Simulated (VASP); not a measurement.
# BAs: self-consistent run, by functional and exact exchange

BAs, F-43m (no. 216), 2 atoms in the cell.

| Functional | Exact exchange | Pressure (GPa) | Gap on the mesh (eV) | Time (s) |
|---|---|---|---|---|
| B1WC | 0.16 | -1.38 | 2.269 | 30 |
| B97 | 0.1943 | 4.40 | 2.650 | 33 |
| B3PW91 | 0.2 | 1.18 | 2.646 | 29 |
| PBEmol0 | 0.25 | 0.81 | 2.918 | 28 |
| APBE0 | 0.25 | 0.54 | 2.907 | 36 |
| mPW1K | 0.428 | -2.78 | 3.999 | 43 |
| PBE50 | 0.5 | -4.12 | 4.416 | 31 |
| BHandHLYP | 0.5 | 0.44 | 4.719 | 48 |

Limits: the k mesh is coarse, so the gap and the pressure can be far off.

## Input of the first row

INCAR.step1:
```
SYSTEM = BAs
  ALGO = Normal
  EDIFF = 1E-5
  ENCUT = 450
  GGA = PE
  ISIF = 2
  ISMEAR = 0
  LASPH = .True.
  LCHARG = .False.
  LREAL = .False.
  LWAVE = .True.
  NELM = 100
  PREC = Accurate
  SIGMA = 0.02
```

INCAR.step2, as INCAR.step1 but for:
```
- EDIFF = 1E-5
- GGA = PE
- LWAVE = .True.
+ AEXX = 0.16
+ EDIFF = 1E-6
+ GGA = LIBXC
+ ISTART = 1
+ LHFCALC = .True.
+ LIBXC1 = HYB_GGA_XC_B1WC
+ LWAVE = .False.
+ PRECFOCK = Fast
```

KPOINTS:
```
k-points
0
Gamma
  4 4 4
```

POSCAR:
```
BAs
1.0
    0.0000000000      2.3885000000      2.3885000000
    2.3885000000      0.0000000000      2.3885000000
    2.3885000000      2.3885000000      0.0000000000
As B
1 1
Direct
    0.7500000000      0.7500000000      0.7500000000
    0.0000000000      0.0000000000      0.0000000000
```

Commands (each step's output is kept before the next begins):
```
cat potpaw_PBE.64/As/POTCAR potpaw_PBE.64/B/POTCAR > POTCAR
cp INCAR.step1 INCAR
mpirun -np 1 vasp_std > vasp.out
cp INCAR.step2 INCAR
mpirun -np 1 vasp_std > vasp.out
```

Changes of the last row against the first:
```
(step 2)
- AEXX = 0.16
- LIBXC1 = HYB_GGA_XC_B1WC
+ AEXX = 0.5
+ LIBXC1 = HYB_GGA_XC_BHANDHLYP
```

VASP 6.6.1 took 30 s on 1 core (Intel Xeon Platinum 8259CL @ 2.50GHz (Skylake/Cascade Lake)), a shared host.
